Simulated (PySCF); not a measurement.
Mapped SMILES: `[CH3:1][CH2:2][N:3]([CH2:4][CH3:5])[CH2:6][CH3:7]` (H(Xn): hydrogen on atom n).

GIAO shifts from PySCF 2.14 on PBE0-D3(BJ)/def2-SVP geometries (one conformer, non-relativistic, equivalent nuclei averaged), against TMS at the same level and in the same medium; PCM means IEF-PCM chloroform.

Measured (solution, CDCl3, 298 K; Fulmer et al., Organometallics 2010, 29, 2176): C1/C5/C7 11.6, C2/C4/C6 46.2, H(C1)/H(C5)/H(C7) 1.03, H(C2)/H(C4)/H(C6) 2.53 ppm.

Problem. Which unscaled values do B3LYP/pcSseg-1, gas; PBE0/pcSseg-1, PCM; WP04/pcSseg-1, PCM; wB97X-D/pcSseg-1, PCM give, and how close are they?

Solution. 
```tsv
atoms	measured	B3LYP/pcSseg-1, gas	PBE0/pcSseg-1, PCM	WP04/pcSseg-1, PCM	wB97X-D/pcSseg-1, PCM
C1/C5/C7	11.6	12.3	12.2	14.6	12.8
C2/C4/C6	46.2	47.9	46.8	49.0	46.6
H(C1)/H(C5)/H(C7)	1.03	0.98	0.96	0.95	0.97
H(C2)/H(C4)/H(C6)	2.53	2.52	2.50	2.39	2.44
```

Mean absolute error for $^{13}$C: B3LYP/pcSseg-1, gas 1.2, PBE0/pcSseg-1, PCM 0.6, WP04/pcSseg-1, PCM 2.9, wB97X-D/pcSseg-1, PCM 0.8 ppm.

Mean absolute error for $^{1}$H: B3LYP/pcSseg-1, gas 0.03, PBE0/pcSseg-1, PCM 0.05, WP04/pcSseg-1, PCM 0.11, wB97X-D/pcSseg-1, PCM 0.07 ppm.

The carbons averaged at δ 12.3 differ by 12 ppm in this conformer.
